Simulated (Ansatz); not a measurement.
**Forms of Si₇Mo: one energy to predict**

Method: DFT PBE, scalar-relativistic, plane waves, PAW (Ansatz). Settings: cutoff 420 eV, Γ-centred meshes spaced at most about 0.3 Å⁻¹, and about 0.25 Å⁻¹ or finer for metals (2π included), Gaussian smearing. Cells run with spin keep no moment; the others have no spin polarisation.

These are static total energies at zero pressure. Rows are sorted by volume; energies count from the lowest form computed. Coordination counts Si atoms around Mo (those within 1.25 times the shortest such distance or 1.15 times the sum of covalent radii, 1.27 where that leaves under three).

| row | form | source | atoms | coordination | V (Å³/atom) | gap on mesh (eV) | ΔE (meV/atom) |
| --- | --- | --- | --- | --- | --- | --- | --- |
| 1 | Fm-3m | invented | 8 | Mo 12 | 14.0 | 0 | 155 |
| 2 | P4/mmm | invented | 8 | Mo 10 | 14.2 | 0 | 0 |
| 3 | P6/mmm | invented | 8 | Mo 12 | 15.1 | 0 | 157 |
| 4 | C222 | invented | 8 | Mo 8 | 15.5 | 0 | 78 |
| 5 | Amm2 | invented | 8 | Mo 8 | 15.9 | 0 | 146 |
| 6 | P-6m2 | invented | 8 | Mo 8 | 16.0 | 0 | ? |

The cell of row 6:

```yaml
crystal:
  lattice:
    - [3.67109, 0.00000, 0.00000]
    - [-1.83555, 3.17926, 0.00000]
    - [0.00000, 0.00000, 10.98976]
  atoms:
    - { symbol: Si, position: [0.00000, 0.00000, 0.25534] }
    - { symbol: Si, position: [0.00000, 0.00000, 0.74466] }
    - { symbol: Si, position: [0.33333, 0.66667, 0.62577] }
    - { symbol: Si, position: [0.33333, 0.66667, 0.37423] }
    - { symbol: Si, position: [0.33333, 0.66667, 0.00000] }
    - { symbol: Si, position: [0.66667, 0.33333, 0.12581] }
    - { symbol: Si, position: [0.66667, 0.33333, 0.87419] }
    - { symbol: Mo, position: [0.00000, 0.00000, 0.50000] }
```

Question: How far above the lowest form does the open row lie?

Answer: 18 meV/atom, which puts it above row 2 and below row 4. Counting Si atoms around Mo, row 6 has Mo 8 and the lowest form (row 2) has Mo 10. Row 6 holds Si–Si nets (shortest 2.49 Å); the lowest form (row 2) holds Si–Si bonds in all directions (shortest 2.51 Å).

An observed structure of this formula, if there is one, may be missing.

For metals, differences of a few meV/atom aren't resolved. Even the lowest of the cells shown lies +0.18 eV/atom against the elements. Cells relaxed within their symmetry can be saddle points. Some candidate types were left out of the draw beforehand, so a known form may be missing.

Neither density nor coordination number alone orders these energies. The two forms with Mo 12 lie high, at 155 and 157 meV/atom, but those with Mo 8 spread from 18 to 146 meV/atom. The most open cell is second lowest, so dense packing isn't what decides the order.

A likely reason is the competition between Mo d–Si p bonding and the directional Si–Si bonds that so silicon-rich a composition must keep. In row 6, Mo sits in a trigonal prism of Si with two further Si atoms capping its ends, a setting that suits directional d bonding, while the silicon remains connected. This probably offsets the loose packing. Pressure should favour row 2 over row 6, as the lower form is also the denser.

Even the best compromise is unbound against the elements. Since MoSi₂ is a strongly bound compound, the driving force for decomposition into MoSi₂ and silicon must be larger still. The ranking therefore separates competing hypothetical structures and doesn't support a new equilibrium silicide.
